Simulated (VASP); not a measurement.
# AlN (P6_3mc) in VASP: further runs

Runs on AlN. Level: PBE+D3(BJ). Tasks: relaxation of cell and atoms, vibrations by finite differences.

All numbers are computed with VASP 6.6.1; they aren't measurements. Logs are shortened: lines on timing, memory, paths and dates and some standing lists are left out, and cuts for length are marked.

## 1. The crystal as given

It takes space group P6_3mc (No. 186, hexagonal). The conventional cell has a = 3.113 Å, b = 3.113 Å, c = 4.981 Å, α = 90.00°, β = 90.00°, γ = 120.00°. Around Al (site symmetry 3m) lie 4 N at 1.89 Å. N (site symmetry 3m) has 4 Al at 1.89 Å as nearest neighbours.

## 2. Relaxation of cell and atoms, PBE+D3(BJ)

File INCAR:

```
SYSTEM = AlN
PREC = Accurate
ENCUT = 520
EDIFF = 1E-7
ISMEAR = 0
SIGMA = 0.02
LREAL = .FALSE.
LASPH = .TRUE.
NELM = 60
ALGO = Normal
ISIF = 3
LWAVE = .FALSE.
LCHARG = .FALSE.
GGA = PE
IVDW = 12
IBRION = 2
NSW = 80
EDIFFG = -0.002
KPAR = 4
```

File KPOINTS:

```
Automatic mesh
0
G
  12 12 6
  0 0 0
```

File POSCAR:

```
AlN
1.0
    3.1130000000      0.0000000000      0.0000000000
   -1.5565000000      2.6959370800      0.0000000000
    0.0000000000      0.0000000000      4.9810000000
Al N
2 2
Direct
    0.3333333300      0.6666666700      0.0000000000
    0.6666666700      0.3333333300      0.5000000000
    0.3333333300      0.6666666700      0.3800000000
    0.6666666700      0.3333333300      0.8800000000
```

Potentials or basis: VASP PAW PBE potentials, release 64 (Al, N).

On the command line:

```bash
$ cat potpaw_PBE.64/Al/POTCAR potpaw_PBE.64/N/POTCAR > POTCAR
$ mpirun -np 4 vasp_std > vasp.out
```

OUTCAR:

```text
SYSTEM = AlN
   PREC = Accurate
   ENCUT = 520
   EDIFF = 1E-7
   ISMEAR = 0
   LREAL = .FALSE.
   LASPH = .TRUE.
   NELM = 60
   ISIF = 3
   GGA = PE
   IVDW = 12
   IBRION = 2
   NSW = 80
   EDIFFG = -0.002
 IVDW          = 12

 ion  position               nearest neighbor table
   1  0.333  0.667  0.000-   3 1.89   4 1.89   4 1.89   4 1.89   2 3.07   2 3.07   2 3.07   2 3.07
                             2 3.07   2 3.07
   2  0.667  0.333  0.500-   4 1.89   3 1.89   3 1.89   3 1.89   1 3.07   1 3.07   1 3.07   1 3.07
                             1 3.07   1 3.07
   3  0.333  0.667  0.380-   1 1.89   2 1.89   2 1.89   2 1.89
   4  0.667  0.333  0.880-   2 1.89   1 1.89   1 1.89   1 1.89

  LATTYP: Found a hexagonal cell.
 ALAT       =     3.1130000000
 C/A-ratio  =     1.6000642467

  Lattice vectors:

 A1 = (   3.1130000000,   0.0000000000,   0.0000000000)
 A2 = (  -1.5565000000,   2.6959370800,   0.0000000000)
 A3 = (   0.0000000000,   0.0000000000,   4.9810000000)

Analysis of symmetry for initial positions (statically):
=====================================================================
 Subroutine PRICEL returns:
 Original cell was already a primitive cell.

 Routine SETGRP: Setting up the symmetry group for a
 hexagonal supercell.

 Subroutine GETGRP returns: Found 12 space group operations
 (whereof  6 operations were pure point group operations)
 out of a pool of 24 trial point group operations.

The static configuration has the point symmetry C_3v.
 The point group associated with its full space group is C_6v.

Analysis of symmetry for dynamics (positions and initial velocities):
=====================================================================
 Subroutine PRICEL returns:
 Original cell was already a primitive cell.

 Routine SETGRP: Setting up the symmetry group for a
 hexagonal supercell.

 Subroutine GETGRP returns: Found 12 space group operations
 (whereof  6 operations were pure point group operations)
 out of a pool of 24 trial point group operations.

The dynamic configuration has the point symmetry C_3v.
 The point group associated with its full space group is C_6v.

 Subroutine INISYM returns: Found 12 space group operations
 (whereof  6 operations are pure point group operations),
 and found     1 'primitive' translations

----------------------------------------------------------------------------------------

                                     Primitive cell

  volume of cell :      41.8028

  direct lattice vectors                    reciprocal lattice vectors
     3.113000000  0.000000000  0.000000000     0.321233537  0.185464269  0.000000000
    -1.556500000  2.695937080  0.000000000     0.000000000  0.370928538  0.000000000
[... 90 lines left out ...]
   LREAL  =      F    real-space projection
   EDIFFG = -.2E-02   stopping-criterion for IOM
   NSW    =     80    number of steps for IOM
   IBRION =      2    ionic relax: 0-MD 1-quasi-New 2-CG
   NFREE  =      1    steps in history (QN), initial steepest desc. (CG)
   ISIF   =      3    stress and relaxation
   ISYM   =      2    0-nonsym 1-usesym 2-fastsym
   POTIM  = 0.5000    time-step for ionic-motion
   TEBEG  =    0.0;   TEEND  =   0.0 temperature during run
   PSTRESS=    0.0 pullay stress
   NELECT =      16.0000    total number of electrons
   NUPDOWN=      -1.0000    fix difference up-down
   EMIN   =  10.00;   EMAX   =-10.00  energy-range for DOS
   EFERMI =   0.00;   METHOD = LEGACY
   ISMEAR =     0;   SIGMA  =   0.02  broadening in eV -4-tet -1-fermi 0-gaus
   EFERMI_NEDOS =   21; number of points for ismear=-14 and -15
   IALGO  =     38    algorithm
   IMIX   =      4    mixing-type and parameters
     AMIX     =   0.40;   BMIX     =  1.00
     AMIX_MAG =   1.60;   BMIX_MAG =  1.00
  volume/ion in A,a.u.               =      10.45        70.52
  Fermi-wavevector in a.u.,A,eV,Ry     =   1.188629  2.246183 19.222843  1.412839
  Thomas-Fermi vector in A             =   2.324754
   LORBIT       =      0    0 simple, 1 ext, 2 COOP (PROOUT), +10 PAW based schemes
   GGA     = PE    functional components
   LHFCALC =     F    Hartree Fock is set to
   AEXX    =    0.0000 exact exchange contribution
   IVDW    =    12    specifies the selected vdW correction
   LEPSILON=     F    determine dielectric tensor
   LRPA    =     F    only Hartree local field effects (RPA)
 conjugate gradient relaxation of ions
 non-spin polarized calculation
 Gauss-broadening in eV      SIGMA  =   0.02
  energy-cutoff  :      520.00
  volume of cell :       41.80
 maximum number of plane-waves:      1152
 NGX is ok and might be reduce to    24
   NGX = 11   NGY = 11   NGZ = 19

--------------------------------------- Ionic step        1  -------------------------------------------

 number of electron      15.9999997 magnetization

 Free energy of the ion-electron system (eV)
  ---------------------------------------------------
  ext. energy  EPLUGINS =         0.00000000
  ---------------------------------------------------
  free energy    TOTEN  =       -29.77128297 eV

  energy without entropy =      -29.77128297  energy(sigma->0) =      -29.77128297

------------------------ aborting loop because EDIFF is reached ----------------------------------------

 Edisp (eV)   -1.07330

 E8    (eV) :    -0.4192
[... 243 lines left out ...]
--------------------------------------- Ionic step        7  -------------------------------------------

 number of electron      15.9999996 magnetization

 Free energy of the ion-electron system (eV)
  ---------------------------------------------------
  ext. energy  EPLUGINS =         0.00000000
  ---------------------------------------------------
  free energy    TOTEN  =       -29.76841733 eV

  energy without entropy =      -29.76841733  energy(sigma->0) =      -29.76841733

 E-fermi :   6.3099     XC(G=0): -10.9250

 val. band max:        6.1885387045   @ k =   0.0000   0.0000   0.0000
 cond. band min:      10.4229154007   @ k =   0.0000   0.0000   0.0000
 fundamental gap:      4.2343766962
 Fermi energy:         6.3099018262

 k-point     1 :       0.0000    0.0000    0.0000
  band No.  band energies     occupation
      1      -9.0223      2.00000
      2      -6.8661      2.00000
      3       0.1780      2.00000
      4       5.3187      2.00000
      5       5.3187      2.00000
      6       5.9694      2.00000
      7       5.9694      2.00000
      8       6.1885      2.00000
      9      10.4229      0.00000
     10      12.8762      0.00000
     11      16.8278      0.00000
     12      17.3614      0.00000
[... 331 lines left out ...]
 k-point    24 :       0.3333    0.0000    0.1667
  band No.  band energies     occupation
      1      -7.6930      2.00000
      2      -6.4556      2.00000
      3       1.2658      2.00000
      4       2.2372      2.00000
      5       2.8426      2.00000
      6       4.4090      2.00000
      7       5.3944      2.00000
      8       5.5257      2.00000
      9      12.0581      0.00000
     10      12.8619      0.00000
     11      14.7045      0.00000
     12      16.3906      0.00000

 [... further k-points ...]

------------------------ aborting loop because EDIFF is reached ----------------------------------------

 Edisp (eV)   -1.07791

 E8    (eV) :    -0.4210
[... 27 lines left out ...]
  FREE ENERGIE OF THE ION-ELECTRON SYSTEM (eV)
  ---------------------------------------------------
  free  energy   TOTEN  =       -30.8463251135 eV

  energy  without entropy=      -30.8463251135  energy(sigma->0) =      -30.84632511

 reached required accuracy - stopping structural energy minimisation
```

OSZICAR:

```text
N       E                     dE             d eps       ncg     rms          rms(c)
DAV:   1     0.527963729634E+02    0.52796E+02   -0.76217E+03  1824   0.120E+03
DAV:   2    -0.304043667362E+02   -0.83201E+02   -0.76884E+02  2600   0.224E+02
DAV:   3    -0.344841575852E+02   -0.40798E+01   -0.40642E+01  2360   0.544E+01
DAV:   4    -0.345176906400E+02   -0.33533E-01   -0.33525E-01  2108   0.573E+00
[... 51 lines left out ...]
       N       E                     dE             d eps       ncg     rms          rms(c)
DAV:   1    -0.297684216594E+02    0.36972E-03   -0.39911E-04  1836   0.190E-01    0.142E-02
DAV:   2    -0.297684175282E+02    0.41312E-05   -0.15884E-05  2180   0.350E-02    0.472E-03
DAV:   3    -0.297684173683E+02    0.15982E-06   -0.13919E-06  2036   0.970E-03    0.152E-03
DAV:   4    -0.297684173283E+02    0.40065E-07   -0.13048E-07   948   0.336E-03
   7 F= -.30846325E+02 E0= -.30846325E+02  d E =-.444334E-05
```

It took 42 s on 4 MPI ranks of Intel Xeon Platinum 8259CL at 2.50GHz (Skylake/Cascade Lake), shared host; peak memory 0.19 GiB.

What came out:

| Item | Value |
| --- | --- |
| Free energy | -30.8463 eV |
| Relaxed volume | 10.41 Å³/atom |
| Relaxed cell | a = 3.108 Å, b = 3.108 Å, c = 4.977 Å, α = 90.00°, β = 90.00°, γ = 120.00° |
| Space group after relaxing (to 0.05 Å) | P6_3mc (No. 186) |
| Energy gained by relaxing | 0.4 meV/atom |
| Ionic steps | 7 |
| Pressure after relaxing | 0.0 GPa |
| Band gap on the k mesh | 4.23 eV, direct |
| Dispersion energy per atom | -0.269 eV |

Step by step:
```csv
step,energy change (eV),largest force (eV/Å),pressure (GPa),volume (Å³)
1,0.0000,0.1281,-0.79,41.80
2,-0.0002,0.0927,0.74,41.49
3,-0.0016,0.0127,-0.02,41.64
4,-0.0017,0.0084,0.03,41.63
5,-0.0017,0.0047,0.07,41.62
6,-0.0017,0.0040,-0.07,41.64
7,-0.0017,0.0005,0.00,41.63
```

Final structure:
```cif
data_structure
_symmetry_space_group_name_H-M 'P 1'
_symmetry_Int_Tables_number 1
_cell_length_a 3.1078
_cell_length_b 3.1078
_cell_length_c 4.9770
_cell_angle_alpha 90.000
_cell_angle_beta 90.000
_cell_angle_gamma 120.000
_cell_volume 41.63
loop_
_atom_site_label
_atom_site_type_symbol
_atom_site_fract_x
_atom_site_fract_y
_atom_site_fract_z
_atom_site_occupancy
Al1 Al 0.33333 0.66667 0.99908 1
Al2 Al 0.66667 0.33333 0.49908 1
N1 N 0.33333 0.66667 0.38092 1
N2 N 0.66667 0.33333 0.88092 1
```

Levels at points of the mesh, in eV from the valence-band top:
| k point | band 6 | band 7 | band 8 | band 9 | band 10 | band 11 |
| --- | --- | --- | --- | --- | --- | --- |
| (0.00, 0.00, 0.00) | -0.22 | -0.22 | 0.00 | 4.23 | 6.69 | 10.64 |
| (0.50, 0.00, 0.00) | -2.10 | -1.78 | -0.70 | 5.81 | 5.82 | 8.21 |
| (0.00, 0.00, 0.50) | -0.55 | -0.55 | -0.55 | 6.49 | 6.49 | 10.35 |
| (0.50, 0.00, 0.50) | -1.47 | -1.37 | -1.37 | 5.32 | 5.32 | 9.27 |

A k mesh can miss the band edges. PBE gaps usually lie below the measured ones, often by a third to a half.

## 3. Relaxation of cell and atoms, PBE+D3(BJ)

This run uses another cell than the first one, of 10.41 Å³/atom, 0.996 times its volume.

INCAR is that of step 2.

KPOINTS is that of step 2.

File POSCAR:

```
AlN                                     
1.0
    3.1078099051      0.0000000000      0.0000000000
   -1.5539049526      2.6914423260     -0.0000000000
   -0.0000000000     -0.0000000000      4.9769612987
  Al              N             
     2     2
Direct
     0.3333333300000021    0.6666666699999979    0.9990777407543222
     0.6666666699999979    0.3333333300000021    0.4990777407543223
     0.3333333300000021    0.6666666699999979    0.3809222592456803
     0.6666666699999979    0.3333333300000021    0.8809222592456804
```

Potentials or basis: VASP PAW PBE potentials, release 64 (Al, N).

On the command line:

```bash
$ cat potpaw_PBE.64/Al/POTCAR potpaw_PBE.64/N/POTCAR > POTCAR
$ mpirun -np 4 vasp_std > vasp.out
```

Wall time 14 s (4 MPI ranks of Intel Xeon Platinum 8259CL at 2.50GHz (Skylake/Cascade Lake), shared host); peak memory 0.18 GiB.

Results (log left out):

* Free energy: -30.8462 eV
* Pressure after relaxing: 0.0 GPa
* Band gap on the k mesh: 4.23 eV, direct
* Dispersion energy per atom: -0.269 eV

Final structure:
```xyz
4
Lattice="3.1078 0.0000 0.0000 -1.5539 2.6914 0.0000 0.0000 0.0000 4.9770" Properties=species:S:1:pos:R:3 pbc="T T T"
Al    0.0000    1.7943    4.9724
Al    1.5539    0.8971    2.4839
N     0.0000    1.7943    1.8958
N     1.5539    0.8971    4.3843
```

Levels at points of the mesh, in eV from the valence-band top:
```tsv
k point	band 4	band 5	band 6	band 7	band 8	band 9	band 10	band 11	band 12
(0.00, 0.00, 0.00)	-0.87	-0.87	-0.22	-0.22	0.00	4.23	6.69	10.64	11.17
(0.50, 0.00, 0.00)	-4.18	-3.35	-2.10	-1.78	-0.70	5.81	5.82	8.21	10.30
(0.00, 0.00, 0.50)	-3.34	-0.55	-0.55	-0.55	-0.55	6.49	6.49	10.35	10.35
(0.50, 0.00, 0.50)	-5.62	-1.47	-1.47	-1.37	-1.37	5.32	5.32	9.27	9.27
```

Caveat: the relaxation stopped at its first step, so nothing moved.

## 4. Vibrations by finite differences, PBE+D3(BJ)

This run uses another cell than the first one, of 10.41 Å³/atom, 0.996 times its volume.

File INCAR:

```
SYSTEM = AlN
PREC = Accurate
ENCUT = 520
EDIFF = 1E-8
ISMEAR = 0
SIGMA = 0.02
LREAL = .FALSE.
LASPH = .TRUE.
NELM = 60
ALGO = Normal
ISIF = 3
LWAVE = .FALSE.
LCHARG = .FALSE.
GGA = PE
IVDW = 12
NBANDS = 16
IBRION = 6
NFREE = 2
POTIM = 0.015
NSW = 1
KPAR = 4
```

KPOINTS is that of step 3.

File POSCAR:

```
AlN                                     
1.0
    3.1078099051      0.0000000000      0.0000000000
   -1.5539049526      2.6914423260      0.0000000000
    0.0000000000      0.0000000000      4.9769612987
  Al              N             
     2     2
Direct
     0.3333333300000021    0.6666666699999979    0.9990777407543234
     0.6666666699999979    0.3333333300000021    0.4990777407543234
     0.3333333300000021    0.6666666699999979    0.3809222592456791
     0.6666666699999979    0.3333333300000021    0.8809222592456791
```

Potentials or basis: VASP PAW PBE potentials, release 64 (Al, N).

On the command line:

```bash
$ cat potpaw_PBE.64/Al/POTCAR potpaw_PBE.64/N/POTCAR > POTCAR
$ mpirun -np 4 vasp_std > vasp.out
```

OUTCAR:

```text
SYSTEM = AlN
   PREC = Accurate
   ENCUT = 520
   EDIFF = 1E-8
   ISMEAR = 0
   LREAL = .FALSE.
   LASPH = .TRUE.
   NELM = 60
   ISIF = 3
   GGA = PE
   IVDW = 12
   IBRION = 6
   NFREE = 2
   POTIM = 0.015
   NSW = 1
 IVDW          = 12

 ion  position               nearest neighbor table
   1  0.333  0.667  0.999-   4 1.89   4 1.89   4 1.89   3 1.90   2 3.07   2 3.07   2 3.07   2 3.07
                             2 3.07   2 3.07
   2  0.667  0.333  0.499-   3 1.89   3 1.89   3 1.89   4 1.90   1 3.07   1 3.07   1 3.07   1 3.07
                             1 3.07   1 3.07
   3  0.333  0.667  0.381-   2 1.89   2 1.89   2 1.89   1 1.90
   4  0.667  0.333  0.881-   1 1.89   1 1.89   1 1.89   2 1.90

  LATTYP: Found a hexagonal cell.
[... 936 lines left out ...]
  z    -5.68520    -5.68520    12.59454     0.00000    -0.00000    -0.00000

 INTERNAL STRAIN TENSOR FOR ION    4 for displacements in x,y,z  (eV/Angst):
          X           Y           Z          XY          YZ          ZX
  --------------------------------------------------------------------------------
  x    -0.00000     0.00000    -0.00000    10.88750    -0.00000     5.47973
  y    10.88750   -10.88750     0.00000     0.00000     5.47973    -0.00000
  z     5.68914     5.68914   -12.60284    -0.00000    -0.00000    -0.00000

 Eigenvectors and eigenvalues of the dynamical matrix
 ----------------------------------------------------

   1 f  =   21.713327 THz   136.428859 2PiTHz  724.278635 cm-1    89.799066 meV
             X         Y         Z           dx          dy          dz
     -0.000000  1.794295  4.972371    -0.000000    0.000000    0.018479
      1.553905  0.897147  2.483891    -0.000000    0.000000   -0.018479
     -0.000000  1.794295  1.895835     0.000000   -0.000000   -0.706865
      1.553905  0.897147  4.384316     0.000000   -0.000000    0.706865
[... 71 lines left out ...]
  12 f/i=    0.000054 THz     0.000342 2PiTHz    0.001815 cm-1     0.000225 meV
             X         Y         Z           dx          dy          dz
     -0.000000  1.794295  4.972371    -0.573437    0.018708    0.000001
      1.553905  0.897147  2.483891    -0.573437    0.018708    0.000001
     -0.000000  1.794295  1.895835    -0.413084    0.013476    0.000001
      1.553905  0.897147  4.384316    -0.413084    0.013476    0.000001

--------------------------------------------------------------------------------------------------------

 ELASTIC MODULI CONTR FROM IONIC RELAXATION (kBar)
 Direction    XX          YY          ZZ          XY          YZ          ZX
 --------------------------------------------------------------------------------
 XX        -753.8858    364.1290    431.7107      0.0000     -0.0000      0.0000
 YY         364.1290   -753.8858    431.7107      0.0000      0.0000      0.0000
 ZZ         431.7107    431.7107   -956.3610     -0.0000     -0.0000     -0.0000
 XY           0.0000      0.0000     -0.0000   -559.0074     -0.0000     -0.0000
 YZ          -0.0000      0.0000     -0.0000     -0.0000   -151.5060      0.0000
 ZX           0.0000      0.0000     -0.0000     -0.0000      0.0000   -151.5060
 --------------------------------------------------------------------------------

 TOTAL ELASTIC MODULI (kBar)
 Direction    XX          YY          ZZ          XY          YZ          ZX
 --------------------------------------------------------------------------------
 XX        3857.9178   1373.2575   1050.6966     -0.0000     -0.0000      0.0000
 YY        1373.2575   3857.9178   1050.6966     -0.0000      0.0000      0.0000
 ZZ        1050.6966   1050.6966   3614.0590     -0.0000     -0.0000     -0.0000
 XY          -0.0000     -0.0000     -0.0000   1242.3302     -0.0000     -0.0000
 YZ          -0.0000      0.0000     -0.0000     -0.0000   1136.8489     -0.0000
 ZX           0.0000      0.0000     -0.0000     -0.0000     -0.0000   1136.8490
 --------------------------------------------------------------------------------
```

Wall time 7.6 min (4 MPI ranks of Intel Xeon Platinum 8259CL at 2.50GHz (Skylake/Cascade Lake), shared host); peak memory 0.52 GiB.

What came out:

```
Voigt bulk modulus                                      : 203 GPa
Highest phonon frequency at Γ, LO-TO splitting left out : 724 cm⁻¹
Dispersion energy per atom                              : -0.269 eV
```

Phonon frequencies in cm⁻¹ (negative: imaginary):
```
              q point                                frequencies
(0.000, 0.000, 0.000)  0 0 0 237 237 547 614 661 661 671 671 724
```

Elastic tensor in Voigt notation (GPa, in the Cartesian axes of the cell as first typed):
```
386 137 105   0   0   0
137 386 105   0   0   0
105 105 361   0   0   0
  0   0   0 114   0   0
  0   0   0   0 114   0
  0   0   0   0   0 124
```

Clamped-ion elastic tensor (GPa):
```
461 101  62   0   0   0
101 461  62   0   0   0
 62  62 457   0   0   0
  0   0   0 129   0   0
  0   0   0   0 129   0
  0   0   0   0   0 180
```
